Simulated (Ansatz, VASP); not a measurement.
# Mg: VASP beside Ansatz

Contents of INCAR:

```
SYSTEM = Mg
PREC = Accurate
ENCUT = 520
EDIFF = 1E-7
ISMEAR = -1
SIGMA = 0.05
LREAL = .False.
LASPH = .True.
NELM = 80
ALGO = Normal
ISIF = 2
LWAVE = .False.
LCHARG = .False.
NBANDS = 9
```

The input KPOINTS:

```
regular mesh
0
Gamma
  12 12 7
  0 0 0
```

File POSCAR:

```
Mg
1.0
    3.1985381027      0.0000000000      0.0000000000
   -1.5992690513      2.7700152519      0.0000000000
    0.0000000000      0.0000000000      5.1929040170
Mg
2
Direct
    0.3333333333      0.6666666667      0.2500000000
    0.6666666667      0.3333333333      0.7500000000
```

Input for Ansatz:

```yaml
crystal:
  lattice:
    - [3.1985381027, 0.0, 0.0]
    - [-1.5992690513, 2.7700152519, 0.0]
    - [0.0, 0.0, 5.192904017]
  atoms:
    - { symbol: Mg, position: [0.3333333333, 0.6666666667, 0.25] }
    - { symbol: Mg, position: [0.6666666667, 0.3333333333, 0.75] }
kpoints:
  mp_grid: { grid: [12, 12, 7] }
  band_path:
    path:
      - [0.0, 0.0, 0.0]
      - [0.5, 0.0, 0.0]
      - [0.3333333333, 0.3333333333, 0.0]
      - [0.0, 0.0, 0.0]
      - [0.0, 0.0, 0.5]
      - [0.5, 0.0, 0.5]
      - [0.3333333333, 0.3333333333, 0.5]
      - [0.0, 0.0, 0.5]
      - [0.5, 0.0, 0.5]
    npoints: 5
scf:
  occupations: { method: fermi_dirac, width: 0.05 }
hamiltonian:
  xc: lda
  pseudopotentials: { kind: all_electron, lapw: { basis_error: 0.001 } }
output:
  forces: true
  stress: true
  eigenvalues: true
```

Change from the starting cell: volume scaled by 0.99.

Alike in both runs: task single point; functional LDA; k mesh 12 × 12 × 7; occupations fermi-dirac, width 0.05 eV; no spin polarisation.

|  | VASP | Ansatz |
| --- | --- | --- |
| version | VASP 6.6.1 | Ansatz 0.2.0 |
| potentials or method | VASP PAW LDA potentials, release 64 (Mg) | all-electron LAPW, scalar-relativistic |
| plane-wave cutoff (eV) | 520 | see its input |

VASP gave:

```
pressure (GPa)                                  : -2.5
largest component of the traceless stress (GPa) : 0.59
```

Problem. Estimate Ansatz's values.

Solution. Pressure (GPa): -2.2; largest component of the traceless stress (GPa): 0.59.

Ansatz ran all-electron here, so the differences hold the error of VASP's frozen core and of both bases.
